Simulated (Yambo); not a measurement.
A run of Yambo 5.3.0 is set up as follows.

Contents of g0w07.in:

```
gw0
dyson
el_el_corr
rim_cut
HF_and_locXC
ppa
em1d
RandQpts= 1000000
RandGvec= 50 RL
EXXRLvcs= 45 Ry
VXCRLvcs= 45 Ry
Chimod= "HARTREE"
% BndsRnXp
 1 | 130 |
%
NGsBlkXp= 12 Ry
% LongDrXp
 1 | 1 | 1 |
%
PPAPntXp= 27.21138 eV
% GbndRnge
 1 | 20 |
%
GTermKind= "BG"
DysSolver= "n"
ExtendOut
% QPkrange
 1 | 1 | 7 | 12 |
 14 | 14 | 7 | 12 |
 16 | 16 | 7 | 12 |
%
```

File scf.in:

```
&CONTROL
  calculation = 'scf'
  prefix = 'pwscf'
  outdir = './tmp'
  pseudo_dir = './pseudo'
/
&SYSTEM
  ibrav = 0
  nat = 1
  ntyp = 1
  ecutwfc = 45
  nbnd = 16
  occupations = 'smearing'
  smearing = 'fd'
  degauss = 0.00367493
  force_symmorphic = .true.
/
&ELECTRONS
  conv_thr = 2d-10
  electron_maxstep = 120
  mixing_beta = 0.5
/
ATOMIC_SPECIES
Au   196.9666 Au.upf
CELL_PARAMETERS angstrom
   0.0000000000    2.0350000000    2.0350000000
   2.0350000000    0.0000000000    2.0350000000
   2.0350000000    2.0350000000    0.0000000000
ATOMIC_POSITIONS crystal
Au     0.0000000000    0.0000000000    0.0000000000
K_POINTS automatic
12 12 12 0 0 0
```

The input nscf.in:

```
&CONTROL
  calculation = 'nscf'
  prefix = 'pwscf'
  outdir = './tmp'
  pseudo_dir = './pseudo'
/
&SYSTEM
  ibrav = 0
  nat = 1
  ntyp = 1
  ecutwfc = 45
  nbnd = 130
  occupations = 'smearing'
  smearing = 'fd'
  degauss = 0.00367493
  force_symmorphic = .true.
/
&ELECTRONS
  conv_thr = 1d-08
  diago_full_acc = .true.
  diago_thr_init = 1d-06
/
ATOMIC_SPECIES
Au   196.9666 Au.upf
CELL_PARAMETERS angstrom
   0.0000000000    2.0350000000    2.0350000000
   2.0350000000    0.0000000000    2.0350000000
   2.0350000000    2.0350000000    0.0000000000
ATOMIC_POSITIONS crystal
Au     0.0000000000    0.0000000000    0.0000000000
K_POINTS automatic
6 6 6 0 0 0
```

Potentials or basis: PseudoDojo 0.4.1 SR LDA standard.

Command:

```console
$ OMP_NUM_THREADS=1 pw.x -in scf.in > scf.out
$ OMP_NUM_THREADS=1 pw.x -in nscf.in > nscf.out
$ cd tmp/pwscf.save; p2y; mv SAVE ../..; cd ../..
$ OMP_NUM_THREADS=1 yambo
$ mkdir -p g0w07; ln -s $PWD/g0w00/ndb.pp* g0w07/
$ mkdir -p g0w07; ln -s $PWD/g0w00/ndb.RIM g0w07/
$ OMP_NUM_THREADS=1 yambo -F g0w07.in -J g0w07 -C g0w07_out
```

Problem. What does it give for the band gap on the k mesh, mean-field level?

Solution. None (metal or under the smearing width).

Quasiparticle terms (eV):
```csv
k point,band,Kohn-Sham level,Vxc,Σx,Σc,Z,result
"(0.000, 0.000, 0.000)",7,-4.69,-21.24,-26.94,5.17,0.78,-5.11
"(0.000, 0.000, 0.000)",8,-4.69,-21.24,-26.94,5.17,0.78,-5.11
"(0.000, 0.000, 0.000)",9,-3.12,-22.46,-27.99,4.99,0.79,-3.55
"(0.000, 0.000, 0.000)",10,-3.12,-22.46,-27.99,4.99,0.79,-3.55
"(0.000, 0.000, 0.000)",11,14.54,-11.73,-5.44,-5.96,0.83,14.81
"(0.000, 0.000, 0.000)",12,18.54,-12.30,-5.25,-6.72,0.85,18.82
"(0.167, 0.333, -0.500)",7,-5.01,-19.69,-24.98,4.75,0.78,-5.44
"(0.167, 0.333, -0.500)",8,-2.97,-21.63,-26.61,4.46,0.80,-3.39
"(0.167, 0.333, -0.500)",9,-2.63,-22.53,-27.32,4.32,0.80,-3.00
"(0.167, 0.333, -0.500)",10,-0.01,-19.94,-20.62,0.51,0.82,-0.15
"(0.167, 0.333, -0.500)",11,8.65,-14.61,-8.39,-5.83,0.82,8.97
"(0.167, 0.333, -0.500)",12,10.37,-15.75,-9.69,-5.86,0.81,10.53
"(0.167, -0.500, -0.333)",7,-3.96,-20.12,-24.93,4.29,0.79,-4.37
"(0.167, -0.500, -0.333)",8,-2.85,-22.05,-27.13,4.57,0.80,-3.26
"(0.167, -0.500, -0.333)",9,-1.56,-23.56,-27.91,3.92,0.80,-1.91
"(0.167, -0.500, -0.333)",10,4.23,-15.79,-11.85,-3.89,0.83,4.27
"(0.167, -0.500, -0.333)",11,5.10,-16.14,-10.33,-5.30,0.82,5.52
"(0.167, -0.500, -0.333)",12,8.24,-14.71,-9.12,-5.40,0.82,8.38
```

Caveat: the k mesh is coarse (spacing up to 0.45 Å⁻¹), so the values aren't converged; the plasmon-pole model is rough for a metal; this version prints the column dSc/dw multiplied by 27.2; the terminator is approximate in this version, by hundredths of an eV. Spin-orbit coupling is left out, which matters for the levels of Au.
